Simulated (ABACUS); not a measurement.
Re:

```
Re
1.0
     2.76080    0.00000    0.00000
    -1.38040    2.39092    0.00000
     0.00000    0.00000    4.45820
Re
2
Cartesian
  1.3804 0.7970 3.3436
  0.0000 1.5939 1.1145
```

Base run:

- Program: ABACUS 3.10.1
- Functional: BP86
- Potentials or basis: PseudoDojo NC SR 0.5 PBE standard
- Cutoff: 993 eV
- Density cutoff: 3973 eV
- Basis: plane waves
- k mesh: 9 × 9 × 5
- Occupations: fermi-dirac, width 0.05 eV
- Spin: no spin polarisation

Its results: band gap on the k mesh none (metal or under the smearing width); pressure 7.5 GPa.

Problem. After a change of settings the same cell gave: band gap on the k mesh none (metal or under the smearing width); pressure 5.9 GPa. Which change was it?
A. functional from BP86 to BLYP; potentials or basis from PseudoDojo NC SR 0.5 PBE standard to GBRV ultrasoft 1.5 PBE; cutoff from 993 eV to 544 eV; density cutoff from 3973 eV to 4354 eV
B. functional from BP86 to PBEsol
C. functional from BP86 to PBE; potentials or basis from PseudoDojo NC SR 0.5 PBE standard to PseudoDojo NC SR 0.5 PBE stringent
D. functional from BP86 to B86bPBE; potentials or basis from PseudoDojo NC SR 0.5 PBE standard to GBRV ultrasoft 1.5 PBE; cutoff from 993 eV to 544 eV; density cutoff from 3973 eV to 4354 eV

Solution. C.

Caveats: the potentials were made for another functional, which shifts forces and pressure (some runs).

Not every run made on this cell is shown here.
